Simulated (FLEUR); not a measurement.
A run of FLEUR MaX-R8.1 (later development tree) is set up as follows.

File inp.xml:

```xml
<?xml version="1.0" encoding="UTF-8" standalone="no"?>
<fleurInput fleurInputVersion="0.39">
   <comment>
      Ti                                                                                                  
   </comment>
   <calculationSetup>
      <cutoffs Kmax="3.8" Gmax="11.8" GmaxXC="11.8" numbands="0"/>
      <scfLoop itmax="60" minDistance="0.00001" maxIterBroyd="15" imix="Anderson" alpha="0.05" precondParam="0.0" spinf="2.0" sdNocoIR="T"/>
      <coreElectrons ctail="T" frcor="F" kcrel="0" coretail_lmax="0"/>
      <xcFunctional name="Rpbe" relativisticCorrections="F"/>
      <magnetism jspins="1"/>
      <soc l_soc="F" theta="0.0" phi="0.0" spav="F"/>
      <expertModes spex="0" secvar="F"/>
      <geometryOptimization l_f="F" forcealpha="1.0" forcemix="BFGS" epsdisp="0.00001" epsforce="0.00001"/>
      <ldaU l_linMix="F" mixParam="0.05" spinf="1.0"/>
   </calculationSetup>
   <cell>
      <bzIntegration valenceElectrons="12.0" mode="hist" fermiSmearingEnergy="0.00183747">
         <kPointListSelection listName="default-1"/>
         <!-- k-points included here -->
         <xi:include xmlns:xi="http://www.w3.org/2001/XInclude" href="kpts.xml"> </xi:include>
      </bzIntegration>
      <!-- symmetry operations included here -->
      <xi:include xmlns:xi="http://www.w3.org/2001/XInclude" href="sym.xml"> </xi:include>
      <bulkLattice scale="1.0">
         <bravaisMatrix>
            <row-1>    0.0000000000000000     3.8361440329379994     3.8361440329379994</row-1>
            <row-2>    3.8361440329379994     0.0000000000000000     3.8361440329379994</row-2>
            <row-3>    3.8361440329379994     3.8361440329379994     0.0000000000000000</row-3>
         </bravaisMatrix>
      </bulkLattice>
   </cell>
   <atomSpecies>
      <species name="Titanium (Ti)" element="Ti" atomicNumber="22">
         <mtSphere radius="2.51" gridPoints="829" logIncrement="0.015"/>
         <atomicCutoffs lmax="10" lnonsphr="8"/>
         <electronConfig flipSpins="F">
            <coreConfig>(1s1/2) (2s1/2) (2p1/2) (2p3/2)</coreConfig>
            <valenceConfig>(3s1/2) (3p1/2) (3p3/2) (4s1/2) (3d3/2) (3d5/2)</valenceConfig>
            <stateOccupation state="(3d3/2)" spinUp="0.400000" spinDown="0.400000"/>
            <stateOccupation state="(3d5/2)" spinUp="0.600000" spinDown="0.600000"/>
         </electronConfig>
         <energyParameters s="4" p="4" d="3" f="4"/>
         <lo type="SCLO" l="0" n="3" eDeriv="0"/>
         <lo type="SCLO" l="1" n="3" eDeriv="0"/>
         <lo type="SCLO" l="1" n="3" eDeriv="1"/>
         <lo type="SCLO" l="2" n="3" eDeriv="2"/>
         <lo type="SCLO" l="3" n="4" eDeriv="2"/>
      </species>
   </atomSpecies>
   <atomGroups>
      <atomGroup species="Titanium (Ti)">
         <relPos label="                   1">.0000000000 .0000000000 .0000000000</relPos>
         <force calculate="T" relaxXYZ="TTT"/>
      </atomGroup>
   </atomGroups>
   <output dos="F" band="F" slice="F">
      <checks vchk="F" cdinf="F"/>
      <bandDOS minEnergy="-.5*Htr" maxEnergy="0.5*Htr" sigma="0.015" storeEVData="T"/>
      <vacuumDOS vacdos="F" integ="F" star="F" nstars="0" locx1="0.0" locy1="0.0" locx2="0.0" locy2="0.0" nstm="0" tworkf="0.0"/>
      <unfoldingBand unfoldBand="F" supercellX="1" supercellY="1" supercellZ="1"/>
      <plotting iplot="0" polar="F">
         <plot TwoD="T" vec1="  1.0  0.0  0.0" vec2="  0.0  1.0  0.0" vec3="  0.0  0.0  1.0" zero="  0.0  0.0  0.0" file="plot"/>
      </plotting>
      <chargeDensitySlicing numkpt="0" minEigenval="0.0" maxEigenval="0.0" nnne="0" pallst="F"/>
      <specialOutput eonly="F"/>
      <moessbauerParams electricFieldGradient="T" isomerShift="T" coreHyperfine="T" valenceHyperfine="T"/>
      <magneticCircularDichroism mcd="F" energyLo="-10.0" energyUp="0.0"/>
   </output>
  <!-- We include the file relax.xml here to enable relaxations (see documentation) -->
  <xi:include xmlns:xi="http://www.w3.org/2001/XInclude" href="relax.xml"> <xi:fallback/> </xi:include>
</fleurInput>
```

crystal.txt

```
Ti
&input cartesian=F /
0.0000000000  2.0300000000  2.0300000000
2.0300000000  0.0000000000  2.0300000000
2.0300000000  2.0300000000  0.0000000000
1.8897261246
1.0 1.0 1.0

1
22 0.0000000000  0.0000000000  0.0000000000

&kpt div1=11 div2=11 div3=11 gamma=T /
```

Potentials or basis: all-electron, FLAPW.

Run with:

```console
$ inpgen -f crystal.txt -profile fastHighL
$ # inp.xml edited to the form shown
$ fleur_MPI
```

What does it give for the band gap on the k mesh?

None (metal or under the smearing width).

Core levels (eV from the Fermi level):
| atom | levels |
| --- | --- |
| 1 Ti | 1s1/2 -4862.3, 2s1/2 -530.6, 2p1/2 -441.3, 2p3/2 -435.5 |
